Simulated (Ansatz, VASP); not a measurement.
## FeGe in VASP and in Ansatz

```
CELL_PARAMETERS angstrom
3.02220 0.00000 0.00000
0.00000 3.02220 0.00000
0.00000 0.00000 3.02220
ATOMIC_POSITIONS crystal
Fe 0.00000 0.00000 0.00000
Ge 0.46334 0.45075 0.45353
```

Alike in both runs: task single point; functional r2SCAN; k mesh 3 × 3 × 3; collinear spin.

```csv
,VASP,Ansatz
version,VASP 6.6.1,Ansatz development build ahead of 0.2.0
potentials or method,"VASP PAW PBE potentials, release 64 (Fe, Ge_d)","norm-conserving potentials, plane waves, scalar-relativistic"
plane-wave cutoff (eV),520,1225
occupations,"gaussian, width 0.05 eV",gaussian
```

Ansatz gave:

```
net moment per atom (μB)                                      : 1.38
size of the moment on the site where the two differ most (μB) : 2.69
```

Estimate VASP's values.

net moment per atom (μB): 0.96; size of the moment on the site where the two differ most (μB): 1.98.

The net moments differ so much that the two runs ended in different magnetic states, which moves the other rows too. Site moments also hang on the region over which each program counts them. Ansatz warned: «stability_check_not_made».

Caveats: the k mesh is coarse (spacing up to 0.69 Å⁻¹), so the values aren't converged.
